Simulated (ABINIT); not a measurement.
Te:

```
Te
1.0
     4.45400    0.00000    0.00000
    -2.22700    3.85728    0.00000
     0.00000    0.00000    5.92400
Te
3
Cartesian
  1.6279 2.8197 0.0000
  -0.5991 1.0376 3.9493
  1.1981 0.0000 1.9747
```

| Quantity | Value |
| --- | --- |
| Program | ABINIT 10.8.3 (patched build) |
| Task | relaxation of cell and atoms |
| Functional | LDA |
| Potentials or basis | JTH PAW LDA v2.0 |
| Cutoff | 408 eV |
| k mesh | 5 × 5 × 4 |
| Occupations | fermi-dirac, width 0.05 eV |
| Spin | no spin polarisation |

At the start: pressure -1.9 GPa; volume 33.93 Å³/atom.

Task: Where does the relaxation end?

Result: Over 13 steps the energy falls by 22.6 meV/atom and the volume is 31.31 Å³/atom (-7.7 %); space group P3_121 (No. 152, to 0.05 Å).

Step by step:
```csv
step,energy change (eV),largest force (eV/Å),pressure (GPa),volume (Å³)
1,0.0000,0.1147,-1.88,101.78
2,-0.0069,0.1379,-1.64,101.19
3,-0.0344,0.3102,0.50,96.47
4,-0.0377,0.2887,0.42,96.40
5,-0.0658,0.0234,0.28,93.93
6,-0.0665,0.0119,-0.01,94.19
7,-0.0666,0.0202,-0.03,94.15
8,-0.0668,0.0288,-0.06,94.09
9,-0.0672,0.0346,-0.09,93.99
10,-0.0676,0.0280,-0.08,93.91
11,-0.0678,0.0112,-0.04,93.89
12,-0.0678,0.0012,0.00,93.91
13,-0.0678,0.0000,0.00,93.93
```

Final structure:
```
Te
1.0
     4.27984    0.00000    0.00000
    -2.13992    3.70645    0.00000
     0.00000    0.00000    5.92105
Te
3
Direct
  0.71283 0.71283 0.00000
  0.00000 0.28717 0.66667
  0.28717 0.00000 0.33333
```
